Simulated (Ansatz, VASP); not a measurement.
# ZnSe (Stilleite): VASP beside Ansatz, part 2 of 2

Aim: how closely do two programs agree when they are given the same cell, functional and k mesh? The cell is taken from a series of VASP runs on this material, whose earlier steps may have relaxed, scaled or displaced it; both programs get it as it stands.

VASP 6.6.1 and Ansatz 0.2.0.

So far: The structure; Ansatz: band structure, HSE06; VASP: band structure, HSE06.

### 3. VASP: band structure, HSE06 (continued)

Level of this step: HSE06; plane waves and PAW (Zn, Se) (VASP).

Numbers of over 12 decimals in the logs are rounded to 6 here.

Parts of OUTCAR (step 3):

```text
ion  position               nearest neighbor table
   1  0.000  0.000  0.000-   2 2.48   2 2.48   2 2.48   2 2.48
   2  0.250  0.250  0.250-   1 2.48   1 2.48   1 2.48   1 2.48

  LATTYP: Found a face centered cubic cell.
 ALAT       =     5.7351057952

 Subroutine GETGRP returns: Found 24 space group operations
 (whereof 24 operations were pure point group operations)

The static configuration has the point symmetry T_d .

 Found      8 irreducible k-points:

   k-points           NKPTS =      8   k-points in BZ     NKDIM =     64   number of bands    NBANDS=     15

   dimension x,y,z NGX =    28 NGY =   28 NGZ =   28
   dimension x,y,z NGXF=    56 NGYF=   56 NGZF=   56

   ENCUT  =  400.0 eV  29.40 Ry    5.42 a.u.   6.61  6.61  6.61*2*pi/ulx,y,z

   NELECT =      18.0000    total number of electrons

 k-points in reciprocal lattice and weights: Automatic mesh
   0.00000000  0.00000000  0.00000000       0.016
   0.25000000  0.00000000  0.00000000       0.125
   0.50000000  0.00000000  0.00000000       0.062
   0.25000000  0.25000000  0.00000000       0.094
   0.50000000  0.25000000  0.00000000       0.375
  -0.25000000  0.25000000  0.00000000       0.188
   0.50000000  0.50000000  0.00000000       0.047
  -0.25000000  0.50000000  0.25000000       0.094

  exchange ACFDT corr.  =         0.00000000  see jH, gK, PRB 81, 115126

 average (electrostatic) potential at core
       1 -29.7929       2 -52.4157

 E-fermi :   0.8977

 k-point     1 :       0.0000    0.0000    0.0000
  band No.  band energies     occupation
    ...
      5      -7.1180      2.00000
      6      -7.1180      2.00000
      7       0.6709      2.00000
      8       0.6709      2.00000
      9       0.6709      2.00000
     10       2.9550      0.00000
     11       7.6350      0.00000
     12       7.6350      0.00000
     13       7.6350      0.00000
     14      11.8296      0.00000
    ...

 k-point     2 :       0.2500    0.0000    0.0000
  band No.  band energies     occupation
    ...
      5      -7.1182      2.00000
      6      -7.1182      2.00000
      7      -2.4480      2.00000
      8       0.2026      2.00000
      9       0.2026      2.00000
     10       4.4642      0.00000
     11       8.2708      0.00000
     12       8.2708      0.00000
     13       8.3182      0.00000
     14      12.2513      0.00000
    ...

 k-point     3 :       0.5000    0.0000    0.0000
  band No.  band energies     occupation
    ...
      5      -7.1054      2.00000
      6      -6.9478      2.00000
      7      -4.6263      2.00000
      8      -0.1894      2.00000
      9      -0.1894      2.00000
     10       4.2721      0.00000
     11       8.1822      0.00000
     12       8.1822      0.00000
     13      10.3301      0.00000
     14      12.8317      0.00000
    ...

  energy-cutoff  :      400.00
  volume of cell :       47.16
      direct lattice vectors                 reciprocal lattice vectors
     0.000000000  2.867552898  2.867552898    -0.174364700  0.174364700  0.174364700
     2.867552898  0.000000000  2.867552898     0.174364700 -0.174364700  0.174364700
     2.867552898  2.867552898  0.000000000     0.174364700  0.174364700 -0.174364700

 POSITION                                       TOTAL-FORCE (eV/Angst)
 -----------------------------------------------------------------------------------
      0.00000      0.00000      0.00000        -0.000000     -0.000000     -0.000000
      1.43378      1.43378      1.43378         0.000000      0.000000      0.000000
 -----------------------------------------------------------------------------------
    total drift:                                0.000232      0.000187      0.000143

  FREE ENERGIE OF THE ION-ELECTRON SYSTEM (eV)
  ---------------------------------------------------
  free  energy   TOTEN  =        -7.3953206285 eV

  energy  without entropy=       -7.3953206285  energy(sigma->0) =       -7.39532063

 total charge
# of ion       s       p       d       tot
------------------------------------------
    1        0.482   0.414   9.819  10.715
    2        1.440   2.488   0.024   3.952
--------------------------------------------------
tot          1.922   2.902   9.843  14.667

[... 3 further parts left out ...]
```

The k-mesh is coarse for exact exchange; levels may shift by about 0.1 eV on a finer one. Spin-orbit coupling is off here; it would split degenerate levels, and it lifts a valence top of Se p states by about 0.1 eV. The PAW data sets were made with PBE, which is usual practice but a small mismatch for other functionals.

### 4. Differences

Known differences besides the potentials themselves: exact exchange at q = 0 is treated differently, which shows on coarse meshes; VASP keeps PBE cores, Ansatz makes them for the functional; the data sets hold 28 valence electrons in Ansatz (default PAW (the set named soft_2) files) and 18 in VASP; the cutoff is 420 eV in Ansatz and 400 eV in VASP; VASP takes a coarser grid for exact exchange (PRECFOCK = Fast). Total energies have different zeros and are not compared.

Both answers:

```csv
quantity,Ansatz,VASP,difference
gap over the path points (eV),2.296,2.284,+0.012
```

Levels at points of the path, from each program's valence-band top (eV; 4 filled, then empty):

```
k (reciprocal lattice)                                   Ansatz                                     VASP
     0.000 0.000 0.000      -7.87 0.00 0.00 0.00 2.30 6.97 6.97      -7.79 0.00 0.00 0.00 2.28 6.96 6.96
     0.500 0.000 0.500  -7.65 -4.96 -2.18 -2.18 3.94 4.51 11.92  -7.58 -4.95 -2.18 -2.18 3.95 4.52 11.92
     0.500 0.200 0.700   -7.57 -4.76 -2.78 -2.57 5.96 6.36 8.73   -7.49 -4.76 -2.77 -2.57 5.96 6.36 8.73
     0.400 0.350 0.750   -7.59 -4.79 -3.10 -1.85 4.74 6.69 9.89   -7.51 -4.79 -3.10 -1.85 4.74 6.69 9.89
     0.150 0.150 0.300   -7.86 -2.76 -1.19 -0.30 4.44 6.73 7.58   -7.78 -2.76 -1.19 -0.30 4.43 6.73 7.57
     0.200 0.200 0.200   -7.87 -2.39 -0.33 -0.33 3.71 7.17 7.49   -7.79 -2.39 -0.33 -0.33 3.70 7.17 7.48
     0.550 0.400 0.550   -7.67 -5.12 -1.84 -1.11 4.60 6.91 8.20   -7.59 -5.12 -1.84 -1.11 4.59 6.92 8.20
     0.600 0.250 0.650   -7.59 -4.79 -3.10 -1.85 4.74 6.69 9.89   -7.51 -4.79 -3.10 -1.85 4.74 6.69 9.89
     0.500 0.250 0.750   -7.56 -4.74 -2.84 -2.61 6.44 6.74 8.13   -7.48 -4.74 -2.83 -2.61 6.45 6.72 8.13
     0.500 0.500 0.500   -7.70 -5.30 -0.86 -0.86 3.60 7.51 7.51   -7.62 -5.30 -0.86 -0.86 3.60 7.51 7.51
```

Among the levels compared at these points, filled levels agree within 82 meV and empty ones within 12 meV.

### 5. Summary of results

| Item | Value |
| --- | --- |
| difference in gap over the path points (band structure, HSE06) | 0.012 eV |

In words: The difference in gap over the path points is 0.012 eV (band structure, HSE06), within the 0.08 eV picked in this series as the mark of a large difference. Such differences can come from data sets, numerical settings and the points named under the comparisons, not from the functional's error against experiment.

[Lines on the potential files, build, host, timing and source positions are cut from VASP's logs without a mark.]

[Logs are printed without paths, hosts, clocks, repeated set-up lines and the standing remarks that a program may print on its own settings, such as how far it seeks lower states.]

[Hosts, paths, dates, database ids (printed as entryN), source tags and the programs' standing remarks are cut or masked in the printed files.]
